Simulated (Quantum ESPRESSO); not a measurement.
## Sn under changes of volume

One of the cells (27.650 Å³/atom); the others are scaled copies at fixed shape and fractional positions:

```
CELL_PARAMETERS angstrom
-2.94014 2.94014 1.59930
2.94014 -2.94014 1.59930
2.94014 2.94014 -1.59930
ATOMIC_POSITIONS crystal
Sn 0.00000 0.00000 0.00000
Sn 0.75000 0.25000 0.50000
```

| Property | Result |
| --- | --- |
| Program | Quantum ESPRESSO 7.5 |
| Functional | LDA |
| Potentials or basis | PseudoDojo 0.4.1 SR LDA standard |
| Cutoff | 980 eV |
| Density cutoff | 3918 eV |
| k mesh | 9 × 9 × 9 |
| Occupations | fermi-dirac, width 0.05 eV |
| Spin | no spin polarisation |

| volume (Å³/atom) | energy over the lowest point (meV/atom) | pressure (GPa) |
| --- | --- | --- |
| 25.991 | 0.00 | 0.5 |
| 26.544 | 0.53 | -0.8 |
| 27.097 | ? | ? |
| 27.650 | 13.17 | -2.9 |
| 28.203 | 24.47 | -3.7 |
| 28.756 | 38.61 | -4.5 |
| 29.309 | 55.27 | -5.2 |

What does the run at 27.097 Å³/atom give?

Energy over the lowest point 5.06 meV/atom; pressure -1.9 GPa.

Worked out: A Birch-Murnaghan fit of order 3 (a polynomial in V^(-2/3)) to the other rows has its minimum at 26.20 Å³/atom with B0 = V·E''(V) = 59 GPa and B' = 4.5 at fixed shape and positions, which overstates the stiffness. It gives 5.06 meV/atom at 27.097 Å³/atom, against the run's 5.06, and -dE/dV = -1.9 GPa, against -1.9.

Energies are extrapolated to zero smearing.
